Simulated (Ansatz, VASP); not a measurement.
## BN: VASP beside Ansatz

```xyz
2
Lattice="2.6090 0.0000 0.0000 -1.3045 2.2595 0.0000 0.0000 0.0000 26.0000" Properties=species:S:1:pos:R:3 pbc="T T T"
B     0.0000    0.0000   13.2145
N     1.3045    0.7532   12.7855
```

Alike in both runs: task single point; functional PBE; dispersion D3(BJ); k mesh 12 × 12 × 1; occupations gaussian, width 0.02 eV; no spin polarisation.

|  | VASP | Ansatz |
| --- | --- | --- |
| version | VASP 6.6.1 | Ansatz 0.2.0 |
| potentials or method | VASP PAW PBE potentials, release 64 (B, N) | scalar-relativistic, plane waves, PAW |
| plane-wave cutoff (eV) | 520 | 420 |
| valence electrons in the cell | 8 | 8 |

Ansatz gave:

| Quantity | Value |
| --- | --- |
| gap on the k mesh at the Fermi level (eV) | 3.22 |
| least direct gap on the mesh (eV) | 3.43 |
| rms of the force components (eV/Å) | 3.522 |

Problem. Which values does VASP return?

Solution. gap on the k mesh at the Fermi level (eV): 3.21; least direct gap on the mesh (eV): 3.43; rms of the force components (eV/Å): 3.521.

Atom by atom the forces differ by 0.001 eV/Å (rms over components).

A hybrid or GW would open this gap; PBE tends to underestimate it.
